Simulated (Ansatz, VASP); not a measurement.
**One calculation of HfC, two programs**

File POSCAR:

```
HfC
1.0
    0.0000000000      2.4957897671      2.4957897671
    2.4957897671      0.0000000000      2.4957897671
    2.4957897671      2.4957897671      0.0000000000
Hf C
1 1
Direct
    0.0000000000      0.0000000000      0.0000000000
    0.2500000000      0.2500000000      0.2500000000
```

File INCAR.step1:

```
PREC = Accurate ; ENCUT = 520
ISMEAR = 0 ; SIGMA = 0.05
LREAL = F ; LASPH = T
NELM = 60 ; NBANDS = 14
GGA = PE ; ALGO = Normal
EDIFF = 1E-4 ; LWAVE = T
LCHARG = F
```

INCAR.step2

```
PREC = Accurate ; ENCUT = 520
EDIFF = 1E-6 ; ISMEAR = 0
SIGMA = 0.05 ; LREAL = F
LASPH = T ; NELM = 60
ALGO = Normal ; ISIF = 2
LWAVE = F ; LCHARG = F
METAGGA = R2SCAN ; LMIXTAU = T
NBANDS = 14 ; ISTART = 1
```

File KPOINTS:

```
Automatic mesh
0
Gamma
  12 12 12
```

Input for Ansatz:

```yaml
crystal:
  lattice:
    - [0.0, 2.4957897671, 2.4957897671]
    - [2.4957897671, 0.0, 2.4957897671]
    - [2.4957897671, 2.4957897671, 0.0]
  atoms:
    - { symbol: Hf, position: [0.0, 0.0, 0.0] }
    - { symbol: C, position: [0.25, 0.25, 0.25] }
basis:
  ecutwfc: 500
  ecutrho_ratio: 4
kpoints:
  mp_grid: { grid: [12, 12, 12] }
hamiltonian:
  xc: r2scan
scf:
  occupations: { method: gaussian, width: 0.05 }
output:
  forces: true
  stress: true
  eigenvalues: true
```

Alike in both runs: task single point; functional r2SCAN; k mesh 12 × 12 × 12; occupations gaussian, width 0.05 eV; no spin polarisation.

|  | VASP | Ansatz |
| --- | --- | --- |
| version | VASP 6.6.1 | Ansatz 0.2.0 |
| potentials or method | VASP PAW PBE potentials, release 64 (Hf_pv, C) | scalar-relativistic, plane waves, PAW |
| plane-wave cutoff (eV) | 520 | 500 |
| valence electrons in the cell | 14 | 30 |

```tsv
	VASP	Ansatz	Ansatz less VASP
gap on the k mesh at the Fermi level (eV)	0.55	0.54	-0.008
least direct gap on the mesh (eV)	0.55	0.54	-0.008
pressure (GPa)	3.1	3.6	+0.52
```

With one functional, cell and mesh, what is left measures potentials, basis and numerics. The two sets of potentials don't hold the same shells in valence.

Caveats: the PAW data sets were made with another functional, which shifts forces and pressure a little (VASP); spin-orbit coupling is left out, which moves the levels of the heavy elements. r2SCAN opens gaps a little over a GGA but as a rule still falls short of measured ones. A k mesh can miss the band edges.
